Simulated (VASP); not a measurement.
A run of VASP 6.6.1:

File POSCAR:

```
AlAs                                    
1.0
   -0.0000000000      2.8330683440      2.8330683440
    2.8330683440     -0.0000000000      2.8330683440
    2.8330683440      2.8330683440      0.0000000000
  Al              As            
     1     1
Direct
     0.0000000000000000    0.0000000000000000    0.0000000000000000
     0.2500000000000000    0.2500000000000000    0.2500000000000000
```

The input INCAR.step1:

```
PREC = Accurate ; ENCUT = 520
EDIFF = 1E-5 ; ISMEAR = 0
SIGMA = 0.02 ; LREAL = F
LASPH = T ; NELM = 100
ALGO = Normal ; ISIF = 2
LWAVE = T ; LCHARG = F
GGA = PE
```

Contents of INCAR.step2:

```
PREC = Accurate ; ENCUT = 520
EDIFF = 1E-6 ; ISMEAR = 0
SIGMA = 0.02 ; LREAL = F
LASPH = T ; NELM = 100
ALGO = Normal ; ISIF = 2
LWAVE = F ; LCHARG = F
GGA = PE ; LHFCALC = T
HFSCREEN = 0.2 ; PRECFOCK = Fast
ISTART = 1
```

Contents of KPOINTS:

```
Automatic mesh
0
Gamma
  6 6 6
```

Contents of KPOINTS_OPT:

```
path GXWKGLUWLK,UX
8
line-mode
reciprocal
 0.0000000000  0.0000000000  0.0000000000  G
 0.5000000000  0.0000000000  0.5000000000  X

 0.5000000000  0.0000000000  0.5000000000  X
 0.5000000000  0.2500000000  0.7500000000  W

 0.5000000000  0.2500000000  0.7500000000  W
 0.3750000000  0.3750000000  0.7500000000  K

 0.3750000000  0.3750000000  0.7500000000  K
 0.0000000000  0.0000000000  0.0000000000  G

 0.0000000000  0.0000000000  0.0000000000  G
 0.5000000000  0.5000000000  0.5000000000  L

 0.5000000000  0.5000000000  0.5000000000  L
 0.6250000000  0.2500000000  0.6250000000  U

 0.6250000000  0.2500000000  0.6250000000  U
 0.5000000000  0.2500000000  0.7500000000  W

 0.5000000000  0.2500000000  0.7500000000  W
 0.5000000000  0.5000000000  0.5000000000  L

 0.5000000000  0.5000000000  0.5000000000  L
 0.3750000000  0.3750000000  0.7500000000  K

 0.6250000000  0.2500000000  0.6250000000  U
 0.5000000000  0.0000000000  0.5000000000  X
```

Potentials or basis: VASP PAW PBE potentials, release 64 (Al, As).

Run with:

```console
$ cat potpaw_PBE.64/Al/POTCAR potpaw_PBE.64/As/POTCAR > POTCAR
$ cp INCAR.step1 INCAR
$ mpirun -np 1 vasp_std > vasp.out
$ cp INCAR.step2 INCAR
$ mpirun -np 1 vasp_std > vasp.out
```

Hardware: 1 thread of AMD EPYC 7R43 64-Core Processor (Zen 3), on a shared host.

Question: How long does it take, and how much memory?

Answer: Run time: 31 min on 1 thread of AMD EPYC 7R43 64-Core Processor (Zen 3), on a shared host, peak memory 0.28 GiB. Counts: scf iterations 44, k points 16.
